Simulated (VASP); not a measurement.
# MgTe: single point with PBE

Crystal: MgTe.

```
Te Mg
1.0
     0.00000    3.23200    3.23200
     3.23200    0.00000    3.23200
     3.23200    3.23200    0.00000
Te Mg
1 1
Direct
  0.25000 0.25000 0.25000
  0.00000 0.00000 0.00000
```

The cell comes from a database or a generator and needn't be the stable form of this composition.

| Item | Value |
| --- | --- |
| Program | VASP 6.6.1 |
| Task | single point |
| Functional | PBE |
| Potentials or basis | VASP PAW PBE potentials, release 64 (Te_GW, Mg_GW) |
| Cutoff | 450 eV |
| k mesh | 4 × 4 × 4 |
| Occupations | gaussian, width 0.02 eV |
| Spin | no spin polarisation |
| Further INCAR settings | ALGO = Normal; EDIFF = 1e-06 |

```yaml
Pressure: 0.8 GPa
Band_gap_on_the_k_mesh: 2.40 eV, direct
```

Levels at points of the mesh, in eV from the valence-band top:
| k point | band 1 | band 2 | band 3 | band 4 | band 5 | band 6 | band 7 | band 8 |
| --- | --- | --- | --- | --- | --- | --- | --- | --- |
| (0.00, 0.00, 0.00) | -10.18 | 0.00 | 0.00 | 0.00 | 2.40 | 5.45 | 5.45 | 5.45 |
| (0.50, 0.00, 0.00) | -9.59 | -3.22 | -0.42 | -0.42 | 3.20 | 5.51 | 5.51 | 7.34 |
| (0.50, 0.50, 0.00) | -9.39 | -3.05 | -1.18 | -1.18 | 2.84 | 3.52 | 9.59 | 9.60 |

Run time: 3.1 s on 1 thread of Intel(R) Xeon(R) 6975P-C (Granite Rapids), on a shared host, peak memory 0.17 GiB.

Caveat: the k mesh is coarse (spacing up to 0.42 Å⁻¹), so the values aren't converged; spin-orbit coupling is left out, which moves the levels of the heavy elements. A k mesh can miss the band edges.
